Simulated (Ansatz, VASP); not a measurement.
Ti in VASP and in Ansatz

```
CELL_PARAMETERS angstrom
-1.66562 1.66562 1.66562
1.66562 -1.66562 1.66562
1.66562 1.66562 -1.66562
ATOMIC_POSITIONS crystal
Ti 0.00000 0.00000 0.00000
```

Change from the starting cell: strain +0.015 along x and y, +0.015 along z, atoms carried along.

Alike in both runs: task single point; functional PBEsol; k mesh 20 × 20 × 20; occupations gaussian, width 0.15 eV; no spin polarisation.

|  | VASP | Ansatz |
| --- | --- | --- |
| version | VASP 6.6.1 | Ansatz 0.2.0 |
| potentials or method | VASP PAW PBE potentials, release 64 (Ti_sv) | scalar-relativistic, plane waves, PAW |
| plane-wave cutoff (eV) | 520 | 420 |
| valence electrons in the cell | 12 | 12 |

```tsv
	VASP	Ansatz	Ansatz less VASP
gap on the k mesh at the Fermi level (eV)	none	none	-
pressure (GPa)	-10.6	-10.3	+0.23
```

A gap of «none» marks a metal or a gap that the smearing closes.

Caveats: the PAW data sets were made with another functional, which shifts forces and pressure a little (VASP).
